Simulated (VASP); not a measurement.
## A VASP 6.6.1 single-point calculation on CO$_{2}$

INCAR

```
PREC = Accurate
EDIFF = 1E-7
LASPH = .TRUE.
ISMEAR = -1
LCHARG = .FALSE.
ISIF = 2
IBRION = -1
GGA = PE
LREAL = .FALSE.
NSW = 0
LWAVE = .FALSE.
SIGMA = 0.02
ENCUT = 520
NBANDS = 25
NELM = 94
```

KPOINTS

```
KPOINTS created by Atomic Simulation Environment
0
Gamma
6 6 6
0 0 0
```

POSCAR

```
C  O
 1.0000000000000000
    -0.0000000000000000    4.1925580000000000    0.0000000000000000
     4.1925580000000000    0.0000000000000000    0.0000000000000000
     0.0000000000000000    0.0000000000000000    4.6051159999999998
 C   O
   2   4
Cartesian
  2.0962790000000000  2.0962790000000000  2.3025579999999999
 -0.0000000000000000 -0.0000000000000000  0.0000000000000000
  1.2756606758726055  2.9168973241273957  2.3025579999999999
  2.9168973241273957  1.2756606758726055  2.3025579999999999
  0.8206183241273950  0.8206183241273951  0.0000000000000000
  3.3719396758726052  3.3719396758726052  0.0000000000000000
```

The recommended PBE PAW datasets give the neutral cell 32 valence electrons.

Command

```
mpirun -np 1 vasp_std
```

Standard output (part)

```
|     EEEEEEE  RRRRRR   RRRRRR   OOOOOOO  RRRRRR      ###     ###     ###     |
|     E        R     R  R     R  O     O  R     R     ###     ###     ###     |
|     E        R     R  R     R  O     O  R     R     ###     ###     ###     |
|     EEEEE    RRRRRR   RRRRRR   O     O  RRRRRR       #       #       #      |
|     E        R    R   R    R   O     O  R    R      ###     ###     ###     |
|     EEEEEEE  R     R  R     R  OOOOOOO  R     R     ###     ###     ###     |
|     ERROR: the triple product of the basis vectors is negative exchange     |
|     two basis vectors                                                       |
|       ---->  I REFUSE TO CONTINUE WITH THIS SICK JOB ... BYE!!! <----       |
```

VASP stopped before the first electronic step.

Problem. Why shouldn't this run be trusted?

Solution. Left-handed cell vectors. VASP stopped before the first electronic step.
